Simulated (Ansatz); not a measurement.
# Dielectric response of MgTe (110) films

How well do thin zincblende MgTe (110) films screen a perpendicular field?

Program: Ansatz 0.2.0. Level of theory: plane-wave DFT, LDA, Ansatz PAW. Results are calculated unless marked as measured.

**1. Set-up**

The cell holds 10 atoms: 5 Mg and 5 Te. Its edges and angles: a = 4.540 Å, b = 6.420 Å, c = 27.079 Å, α = 90.0°, β = 90.0°, γ = 90.0°. It derives from MgTe (zincblende MgTe). Vacuum lies along c.

**2. Relaxing the film, 10 atoms, units 5**

The structure is relaxed first, because levels and dipoles at a surface follow the positions of the outer atoms.

input.yaml reads:

```yaml
crystal:
  lattice:
    - [4.53962554, 0.0, 0.0]
    - [0.0, 6.42, 0.0]
    - [0.0, 0.0, 27.0792510704]
  atoms:
    - { symbol: Mg, position: [0.5, 0.5, 0.3323577885] }
    - { symbol: Te, position: [0.0, 0.75, 0.3323577885] }
    - { symbol: Mg, position: [0.0, 0.0, 0.4161788942] }
    - { symbol: Te, position: [0.5, 0.25, 0.4161788942] }
    - { symbol: Mg, position: [0.5, 0.5, 0.5] }
    - { symbol: Te, position: [0.0, 0.75, 0.5] }
    - { symbol: Mg, position: [0.0, 0.0, 0.5838211058] }
    - { symbol: Te, position: [0.5, 0.25, 0.5838211058] }
    - { symbol: Mg, position: [0.5, 0.5, 0.6676422115] }
    - { symbol: Te, position: [0.0, 0.75, 0.6676422115] }
kpoints:
  mp_grid: { grid: [6, 4, 1] }
hamiltonian:
  xc: lda
scf:
  occupations: { method: fixed }
  convergence: { dr2_threshold: 1.0e-09 }
efield:
  axis: 3
  dipole_correction: true
  ramp_position: 0.97
  ramp_width: 0.06
relax:
  f_tol: 0.003
  max_steps: 100
output:
  write_potential: true
  write_density: true
  volumetric_format: npy
```

On the command line:

```console
$ ansatz run input.yaml --threads 4 --pin off --max-ram 8192MiB --backend cpu --events-out ev --progress --plain --runs-dir out
```

Numbers of over 12 decimals in the logs are rounded to 6 here.

What it wrote:

```text
Engine: ansatz 0.2.0, aarch64-unknown-linux-gnu
Pseudopotentials: kind: paw
Pseudopotential: Mg, paw, valence charge 10, recommended cutoff 420 eV (normal), Mg.paw.azcp
Pseudopotential: Te, paw, valence charge 16, recommended cutoff 420 eV (normal), Te.paw.azcp
Functional definition: SPW92
  exchange = slater_x
  correlation = pw_c
Crystal: 10 atoms, lattice volume = 789.208 Å³
Basis set: ecut = 420 eV, 15453 PW (Γ)
Bands: 78, of which v1, the nominal top of the filled ones, is band 65 counted from 1 (64 counted from 0)
Symmetry: 2 space group operations
k-points: 12 of 24 (time reversal used)
Non-local potential: Mg, projectors of the file, l = 0: 3, l = 1: 2, l = 2: 1
Non-local potential: Te, projectors of the file, l = 0: 2, l = 1: 2, l = 2: 2, l = 3: 2
PAW form: soft (Blöchl's): semilocal exchange-correlation on the pseudo side does not see the compensation charge
PAW frozen core: Mg, regenerated for the run's functional, and the local potential with it (the file was generated under x = pbe(κ = 0.804, μ = 0.219515), c = pbe(β = 0.066725))
PAW frozen core: Te, regenerated for the run's functional, and the local potential with it (the file was generated under x = pbe(κ = 0.804, μ = 0.219515), c = pbe(β = 0.066725))
PAW one-centre angular grid: Mg, 110 points (default); XC on 64 Gauss nodes
PAW one-centre angular grid: Te, 590 points (default); XC on 64 Gauss nodes
Initial density: superposition of atomic densities (neutral atoms: chi_scale 0, normalization atom), corrected by the library's trained network
Initial wavefunctions: pseudopotential atomic-orbital guess
Functional: x = slater, c = lda
SCF iter   1: F=—  HF=-43650.181094 eV  |F-HF|=—  |Δ(HF+E_count)|=         —  Δρ=3.40e-3  dr2=6.56e-2  ethr=1.77e-3  p=0.000 e·Å  D=1.63e-13 V/Å  ΔV_dip=-0.00 eV  dr2_dipole=3.66e-9  V_vac-E_F(+/−)=5.02/5.02 eV  ⟨swp⟩=5.8  Hψ=3008  notcnv=0  defer=125
efield: sawtooth ramp at fractional position 0.9700 (set: `efield.ramp_position`, or a place that a band, a saddle search or an elastic batch's reference lends), width 0.0600; the density the first Hamiltonian is built on has a dipole p = 0.000 e·Å; the dipole correction subtracts the counter field D = 1.63e-13 V/Å, which shifts the + side's vacuum level by -0.00 eV against the − side's; the planar-averaged density in the ramp window peaks in size at 5.7e-7 e/Å³
preconditioner: auto → Resta (q_TF=auto, 2.020 Å⁻¹)  ε∞=2.1  [insulator: Δε(μ)=1.615 eV  Ē_g=7.887 eV  n_scr=118 (ndim 8)  ℏωp=8.4 eV  f_vac=0.557  ε∞_Penn≈2.1  vacuum switching on, ρ_ref=4.5e-3 e/Å³]
SCF iter   2: F=—  HF=-43650.155709 eV  |F-HF|=—  |Δ(HF+E_count)|=   2.54e-2  Δρ=1.37e-3  dr2=9.59e-3  ethr=5.05e-5  p=-0.000 e·Å  D=-8.82e-6 V/Å  ΔV_dip=0.00 eV  dr2_dipole=1.08e-8  V_vac-E_F(+/−)=5.06/5.06 eV  ⟨swp⟩=3.1  Hψ=1888  notcnv=0  defer=132
density mixer auto → msr1: gapped (density of states about μ 0.10 of a free-electron gas's, 118 screened modes)
SCF iter   3: F=—  HF=-43650.155631 eV  |F-HF|=—  |Δ(HF+E_count)|=   7.79e-5  Δρ=4.38e-4  dr2=2.89e-3  ethr=7.37e-6  p=0.000 e·Å  D=1.66e-5 V/Å  ΔV_dip=-0.00 eV  dr2_dipole=2.55e-8  V_vac-E_F(+/−)=5.04/5.04 eV  ⟨swp⟩=3.2  Hψ=1627  notcnv=0  defer=132
SCF iter   4: F=—  HF=-43650.155505 eV  |F-HF|=—  |Δ(HF+E_count)|=   1.26e-4  Δρ=1.72e-4  dr2=3.51e-4  ethr=2.23e-6  p=-0.000 e·Å  D=-1.02e-5 V/Å  ΔV_dip=0.00 eV  dr2_dipole=9.18e-9  V_vac-E_F(+/−)=5.06/5.06 eV  ⟨swp⟩=2.8  Hψ=1066  notcnv=0  defer=132
SCF iter   5: F=—  HF=-43650.155525 eV  |F-HF|=—  |Δ(HF+E_count)|=   2.00e-5  Δρ=3.35e-5  dr2=1.77e-5  ethr=2.70e-7  p=0.000 e·Å  D=9.05e-6 V/Å  ΔV_dip=-0.00 eV  dr2_dipole=7.32e-9  V_vac-E_F(+/−)=5.05/5.06 eV  ⟨swp⟩=2.0  Hψ=1048  notcnv=0  defer=132
SCF iter   6: F=—  HF=-43650.155526 eV  |F-HF|=—  |Δ(HF+E_count)|=   1.62e-7  Δρ=1.12e-5  dr2=1.06e-6  ethr=1.36e-8  p=-0.000 e·Å  D=-6.71e-6 V/Å  ΔV_dip=0.00 eV  dr2_dipole=4.09e-9  V_vac-E_F(+/−)=5.06/5.06 eV  ⟨swp⟩=2.0  Hψ=1301  notcnv=0  defer=126
SCF iter   7: F=—  HF=-43650.155605 eV  |F-HF|=—  |Δ(HF+E_count)|=   7.91e-5  Δρ=2.59e-6  dr2=1.76e-7  ethr=8.13e-10  p=0.000 e·Å  D=1.90e-5 V/Å  ΔV_dip=-0.00 eV  dr2_dipole=3.17e-8  V_vac-E_F(+/−)=5.06/5.06 eV  ⟨swp⟩=2.0  Hψ=1350  notcnv=0  defer=116
SCF iter   8: F=—  HF=-43650.155605 eV  |F-HF|=—  |Δ(HF+E_count)|=   7.79e-9  Δρ=7.71e-7  dr2=2.99e-8  ethr=1.36e-10  p=-0.000 e·Å  D=-1.14e-5 V/Å  ΔV_dip=0.00 eV  dr2_dipole=1.20e-8  V_vac-E_F(+/−)=5.06/5.06 eV  ⟨swp⟩=2.0  Hψ=1397  notcnv=0  defer=116
SCF iter   9: F=—  HF=-43650.155605 eV  |F-HF|=—  |Δ(HF+E_count)|=   1.49e-9  Δρ=3.58e-7  dr2=4.02e-9  ethr=2.30e-11  p=0.000 e·Å  D=3.79e-6 V/Å  ΔV_dip=-0.00 eV  dr2_dipole=1.31e-9  V_vac-E_F(+/−)=5.06/5.06 eV  ⟨swp⟩=2.0  Hψ=1037  notcnv=0  defer=116
SCF iter  10: F=-43650.155605 eV  HF=-43650.155605 eV  |F-HF|=2.40e-10  |Δ(HF+E_count)|=  3.35e-10  Δρ=1.50e-7  dr2=2.66e-10  ethr=1.00e-12  p=0.000 e·Å  D=3.55e-7 V/Å  ΔV_dip=-0.00 eV  dr2_dipole=1.22e-11  V_vac-E_F(+/−)=5.06/5.06 eV  ⟨swp⟩=9.2  Hψ=5072  notcnv=0
SCF 1 converged in 10 iterations: F = -43650.155605 eV  dr2 = 2.66e-10
  greatest PAW one-centre occupation: 1.000 electrons in one spin orbital (limit 2), on the Mg atom at site 0 (counted from 0), in its partial waves of l = 1
relax step   1: F+E_penalty+E_count = -43650.15560465 eV  Δ(F+E_penalty+E_count) = +0.000e0 eV  max|allowed force component| = 7.811e-1 eV/Å  Δτ_max = 0.0000 Å  (10 SCF iters, accepted)
Initial density: handed on by an earlier stage of this run
Initial wavefunctions: those handed on with the density
iter 1 solved again at ethr=6.71e-5 eV; its pass at ethr=3.10e-3 eV (dr2=8.72e-2 eV) is discarded
SCF iter   1: F=—  HF=-43650.531268 eV  |F-HF|=—  |Δ(HF+E_count)|=         —  Δρ=2.02e-3  dr2=8.60e-2  ethr=6.71e-5  p=0.000 e·Å  D=3.55e-7 V/Å  ΔV_dip=-0.00 eV  dr2_dipole=1.58e-11  V_vac-E_F(+/−)=5.20/5.20 eV  ⟨swp⟩=2.5  Hψ=3353  notcnv=0  defer=131
efield: sawtooth ramp at fractional position 0.9700 (set: `efield.ramp_position`, or a place that a band, a saddle search or an elastic batch's reference lends), width 0.0600; the density the first Hamiltonian is built on has a dipole p = 0.000 e·Å; the dipole correction subtracts the counter field D = 3.55e-7 V/Å, which shifts the + side's vacuum level by -0.00 eV against the − side's; the planar-averaged density in the ramp window peaks in size at 2.0e-6 e/Å³
preconditioner: auto → Resta (q_TF=auto, 2.020 Å⁻¹)  ε∞=2.1  [insulator: Δε(μ)=2.095 eV  Ē_g=7.985 eV  n_scr=118 (ndim 8)  ℏωp=8.4 eV  f_vac=0.564  ε∞_Penn≈2.1  vacuum switching on, ρ_ref=4.6e-3 e/Å³]
[...]
greatest PAW one-centre occupation: 1.000 electrons in one spin orbital (limit 2), on the Mg atom at site 8 (counted from 0), in its partial waves of l = 1
relax step   3: F+E_penalty+E_count = -43650.78079296 eV  Δ(F+E_penalty+E_count) = -2.135e-1 eV  max|allowed force component| = 3.062e-1 eV/Å  Δτ_max = 0.1949 Å  (10 SCF iters, accepted)
[...]
relax step   4: F+E_penalty+E_count = -43650.87639696 eV  Δ(F+E_penalty+E_count) = -9.560e-2 eV  max|allowed force component| = 7.935e-2 eV/Å  Δτ_max = 0.1992 Å  (9 SCF iters, accepted)
[...]
relax step   5: F+E_penalty+E_count = -43650.88821104 eV  Δ(F+E_penalty+E_count) = -1.181e-2 eV  max|allowed force component| = 1.671e-2 eV/Å  Δτ_max = 0.1065 Å  (9 SCF iters, accepted)
[...]
relax step   6: F+E_penalty+E_count = -43650.88836531 eV  Δ(F+E_penalty+E_count) = -1.543e-4 eV  max|allowed force component| = 6.947e-3 eV/Å  Δτ_max = 0.0067 Å  (7 SCF iters, accepted)
SCF iter   1: F=—  HF=-43650.888308 eV  |F-HF|=—  |Δ(HF+E_count)|=         —  Δρ=2.27e-5  dr2=9.77e-6  ethr=5.78e-8  p=0.000 e·Å  D=1.46e-7 V/Å  ΔV_dip=-0.00 eV  dr2_dipole=2.88e-12  V_vac-E_F(+/−)=6.03/6.03 eV  ⟨swp⟩=3.2  Hψ=2061  notcnv=0  defer=132
efield: sawtooth ramp at fractional position 0.9700 (set: `efield.ramp_position`, or a place that a band, a saddle search or an elastic batch's reference lends), width 0.0600; the density the first Hamiltonian is built on has a dipole p = 0.000 e·Å; the dipole correction subtracts the counter field D = 1.46e-7 V/Å, which shifts the + side's vacuum level by -0.00 eV against the − side's; the planar-averaged density in the ramp window peaks in size at 3.1e-6 e/Å³
preconditioner: auto → Resta (q_TF=auto, 2.020 Å⁻¹)  ε∞=2.1  [insulator: Δε(μ)=2.403 eV  Ē_g=8.090 eV  n_scr=118 (ndim 8)  ℏωp=8.4 eV  f_vac=0.572  ε∞_Penn≈2.1  vacuum switching on, ρ_ref=4.7e-3 e/Å³]
SCF iter   2: F=—  HF=-43650.888385 eV  |F-HF|=—  |Δ(HF+E_count)|=   7.74e-5  Δρ=1.12e-5  dr2=1.44e-6  ethr=7.52e-9  p=-0.000 e·Å  D=-1.40e-7 V/Å  ΔV_dip=0.00 eV  dr2_dipole=9.93e-13  V_vac-E_F(+/−)=6.03/6.03 eV  ⟨swp⟩=2.0  Hψ=1214  notcnv=0  defer=126  κ⁻¹=1.0e0(r=1)
density mixer auto → broyden: gapped, where msr1 would fit the directions that read negative (density of states about μ 0.03 of a free-electron gas's, 118 screened modes)
SCF iter   3: F=—  HF=-43650.888385 eV  |F-HF|=—  |Δ(HF+E_count)|=   2.44e-7  Δρ=4.33e-6  dr2=2.27e-7  ethr=1.11e-9  p=0.000 e·Å  D=7.88e-8 V/Å  ΔV_dip=-0.00 eV  dr2_dipole=1.12e-12  V_vac-E_F(+/−)=6.03/6.03 eV  ⟨swp⟩=2.0  Hψ=1044  notcnv=0  defer=125  κ⁻¹=7.9e-2(r=2)
SCF iter   4: F=—  HF=-43650.888385 eV  |F-HF|=—  |Δ(HF+E_count)|=   2.27e-9  Δρ=1.36e-6  dr2=2.62e-8  ethr=1.74e-10  p=-0.000 e·Å  D=-1.53e-7 V/Å  ΔV_dip=0.00 eV  dr2_dipole=1.31e-12  V_vac-E_F(+/−)=6.03/6.03 eV  ⟨swp⟩=2.0  Hψ=1079  notcnv=0  defer=125  κ⁻¹=1.2e-2(r=3)
SCF iter   5: F=—  HF=-43650.888385 eV  |F-HF|=—  |Δ(HF+E_count)|=   5.00e-9  Δρ=5.28e-7  dr2=2.74e-9  ethr=2.01e-11  p=0.000 e·Å  D=1.99e-8 V/Å  ΔV_dip=-0.00 eV  dr2_dipole=2.30e-13  V_vac-E_F(+/−)=6.03/6.03 eV  ⟨swp⟩=2.0  Hψ=1361  notcnv=0  defer=125  κ⁻¹=1.1e-3(r=4)
SCF iter   6: F=-43650.888385 eV  HF=-43650.888385 eV  |F-HF|=6.55e-11  |Δ(HF+E_count)|=   1.33e-9  Δρ=1.54e-7  dr2=1.67e-10  ethr=1.00e-12  p=-0.000 e·Å  D=-6.94e-8 V/Å  ΔV_dip=0.00 eV  dr2_dipole=1.08e-13  V_vac-E_F(+/−)=6.03/6.03 eV  ⟨swp⟩=8.0  Hψ=4958  notcnv=0
SCF 7 converged in 6 iterations: F = -43650.888385 eV  dr2 = 1.67e-10
relax step   7: F+E_penalty+E_count = -43650.88838475 eV  Δ(F+E_penalty+E_count) = -1.944e-5 eV  max|allowed force component| = 1.139e-3 eV/Å  Δτ_max = 0.0012 Å  (6 SCF iters, accepted)
NSCF: frozen V_eff on 12 k-points
the band table was solved once a step of the walk had ended and its energy, with any forces and stress, was formed, with the checks that follow a solve (5362 applications of the Hamiltonian). They found nothing against the state; the energy, forces and stress were not computed again (output.eigenvalues in the input reference)
WARN: The output density's exchange-correlation potential varies sharply where the density is thin. Do not read a vacuum level from v_tot or v_xc, or from such a field of the output density. On a cell that repeats whose density bears no net charge and no dipole along the vacuum's axis use v_es (v_loc + v_h of the components); under efield.dipole_correction with no amplitude use v_es + v_field, which holds any externa [...]
SCF converged after 6 iterations
Stability not checked: this state was not tested for a lower state beside it, because the mixer in use, unlike msr1, does not test its closes by its own steps (another_mixer; see scf.mixing.algorithm and scf.lower_state_search)
Free energy (F): -43650.888385 eV
Harris-Foulkes:  -43650.888385 eV  (|F-HF|=6.55e-11)
Internal energy: -43650.888385 eV  (E = F + TS)
E sigma→0 (E₀):  -43650.888385 eV
Fermi energy:    -1.739357 eV
Dipole field:    D = 0.000000 V/Å  (p = 0.000001 e·Å, saw-weighted, corrected)
Work function:   Φ+ = 6.0276 eV   Φ− = 6.0276 eV
Levels:          The Fermi level and band energies are counted from a zero that moves with the ramp; work functions are not
--- Per-component energies (eV) ---
  E_band       = -4101.434770
  E_kinetic    = 1289.628018
  E_local      = -101507.091401  (includes V_loc(G=0)·N_el)
  E_nonlocal   = -1038.207741
  E_hartree    = 49964.232938
  E_xc         = -761.854164
  E_vxc        = -709.883088  (∫ρ·V_xc dr)
  E_paw        = -23911.132232  (= ΣΔE_a)
  E_vpaw       = -2064.344949  (= ΣTr[D̂ρ^β])
  E_aug_tail   = -0.001016  (compensation charges beyond the density's cutoff)
  E_efield     = 0.000000  (sawtooth field / dipole correction)
  E_vefield    = -0.000000  (∫n·V_field dr)
  E_ewald      = 32309.391511
  E_core_change = 4.145703  (= ΣΔE_core)
  E_smearing   = -0.000000  (= −TS)
  E_closure    = 0.000000  (closes the sum)
  Σ components = -43650.888385   (vs F -43650.888385, Δ=0.00e0)
--- Forces (eV/Å), atoms counted from 1 ---
  atom   1  Mg     0.00000000     0.00066993    -0.00053664
  atom   2  Te     0.00000000    -0.00033801     0.00024970
  atom   3  Mg     0.00000000    -0.00047883     0.00004569
  atom   4  Te     0.00000000     0.00035810     0.00047568
  atom   5  Mg     0.00000000     0.00073110     0.00000079
  atom   6  Te     0.00000000    -0.00113724    -0.00000094
  atom   7  Mg     0.00000000    -0.00047869    -0.00004439
  atom   8  Te     0.00000000     0.00035803    -0.00047699
  atom   9  Mg     0.00000000     0.00067049     0.00053743
  atom  10  Te     0.00000000    -0.00033788    -0.00025055
  max |Σ_I F_I| component: 1.70e-5 eV/Å
--- Band table (eV; the first three rows and the last of 12) ---
  k-point 0: bands = [... 61 lower, -1.8510, -1.8424, -1.8307, -1.7394, 0.7327, 1.1610, 1.4741, 1.8956, ... 9 higher]
  k-point 1: bands = [... 61 lower, -2.0132, -1.9315, -1.9237, -1.7625, 1.2641, 1.5073, 1.6095, 1.8530, ... 9 higher]
  k-point 2: bands = [... 61 lower, -2.0817, -2.0359, -1.9182, -1.8999, 1.5280, 1.6131, 1.8604, 1.8735, ... 9 higher]
  k-point 11: bands = [... 61 lower, -2.4075, -2.2006, -1.9195, -1.7981, 1.4436, 1.9504, 2.0134, 2.4102, ... 9 higher]
--- Relaxed structure (7 steps of the walk, 7 accepted, 0 SCFs on fresh bases) ---
  F+E_penalty+E_count = -43650.88838475 eV   max|allowed force component| = 1.139e-3 eV/Å
  atoms:
    - { symbol: Mg, position: [0.5, 0.555453, 0.354389] }
    - { symbol: Te, position: [0.0, 0.755189, 0.328711] }
    - { symbol: Mg, position: [0.0, -0.021192, 0.414559] }
    - { symbol: Te, position: [0.5, 0.227229, 0.417959] }
    - { symbol: Mg, position: [0.5, 0.482316, 0.500000] }
    - { symbol: Te, position: [0.0, 0.734327, 0.500000] }
    - { symbol: Mg, position: [0.0, -0.021192, 0.585441] }
    - { symbol: Te, position: [0.5, 0.227229, 0.582041] }
    - { symbol: Mg, position: [0.5, 0.555453, 0.645610] }
    - { symbol: Te, position: [0.0, 0.755189, 0.671289] }
```

Run time: 3 min. Hardware: 4 threads of Arm Neoverse N1, shared host; peak memory 1.6 GiB; 12 min of CPU time.

The steps of the relaxation:

```csv
step,energy less that of the first step (eV),largest force component (eV/Å)
1,0.0000,0.7811
2,-0.4117,0.4959
3,-0.6252,0.3062
4,-0.7208,0.0794
5,-0.7326,0.0167
6,-0.7328,0.0069
7,-0.7328,0.0011
```

The run keeps the 2 symmetry operations that it works with, so distortions that break them were not tested.

The atoms that moved most (Å):

```csv
atom,dx,dy,dz,length
Mg9,0.000,0.356,-0.597,0.695
Mg1,0.000,0.356,0.597,0.695
Te4,0.000,-0.146,0.048,0.154
Te8,0.000,-0.146,-0.048,0.154
Mg3,0.000,-0.136,-0.044,0.143
Mg7,0.000,-0.136,0.044,0.143
Mg5,0.000,-0.114,0.000,0.114
Te10,0.000,0.033,0.099,0.104
```

Numbers from this step:

* gap on the k-mesh: 2.404 eV
* dipole along the normal: 6.69e-7 e·Å
* ionisation energy, upper face: 6.028 eV
* electron affinity, upper face: 3.624 eV

Running mean over 2.27 Å of the planar mean; the ramp of the sawtooth is left out. Electron's electrostatic potential energy less the highest filled level against z:

```
z (Å)  electron's electrostatic potential energy less the highest filled level (eV)
    4                                                                          6.03
    5                                                                          6.03
    6                                                                          5.99
    7                                                                          5.49
    8                                                                          3.90
    9                                                                          1.12
   10                                                                        -0.285
   11                                                                        -0.181
   12                                                                         0.319
   13                                                                         0.413
   14                                                                         0.411
   15                                                                         0.350
   16                                                                        -0.116
   17                                                                        -0.408
   18                                                                          1.01
   19                                                                          3.70
   20                                                                          5.38
   21                                                                          5.99
   22                                                                          6.03
   23                                                                          6.03
```

The relaxation took 7 steps and lowered the energy by 0.73 eV; the largest force on the free atoms ends at 0.0011 eV/Å.

The gap is 2.40 eV, with the valence edge 6.03 eV and the conduction edge 3.62 eV under the upper vacuum level.

(Part 1 of 5 ends here.)

[Logs are printed without paths, hosts, clocks, repeated set-up lines and the standing remarks that a program may print on its own settings, such as how far it seeks lower states.]

[Hosts, paths, dates, database ids (printed as entryN), source tags and the programs' standing remarks are cut or masked in the printed files.]

[Maps of the electrostatic potential energy from Ansatz leave out the sawtooth potential of an applied field or a dipole correction, so their vacuum need not be flat; planar profiles and work functions include it.]
